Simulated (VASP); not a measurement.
Si, 2 atoms in the cell. It takes space group Fd-3m (No. 227, cubic). The conventional cell has a = 5.434 Å, b = 5.434 Å, c = 5.434 Å, α = 90.00°, β = 90.00°, γ = 90.00°. Si (site symmetry -43m) is surrounded by 4 Si at 2.35 Å. 

```yaml
Program: VASP 6.6.1
Task: single point
Functional: PBEsol
Potentials_or_basis: VASP PAW PBE potentials, release 64 (Si)
Cutoff: 520 eV
k_mesh: 12 × 12 × 12
Occupations: gaussian, width 0.02 eV
Spin: no spin polarisation
Dipole_correction: no
Further_INCAR_settings: ALGO = Normal; EDIFF = 1e-06; NBANDS = 11
```

Potentials or basis: VASP PAW PBE potentials, release 64 (Si).

Launch:

```console
$ cat potpaw_PBE.64/Si/POTCAR > POTCAR
$ mpirun -np 1 vasp_std > vasp.out
```

Hardware: 1 thread of Intel(R) Xeon(R) 6975P-C (Granite Rapids) (shared host).

**Question.** How long does it take, and how much memory?

**Answer.** Run time: 13 s on 1 thread of Intel(R) Xeon(R) 6975P-C (Granite Rapids), with other jobs on the host, peak memory 0.17 GiB. Counts: scf iterations 11, k points 72.
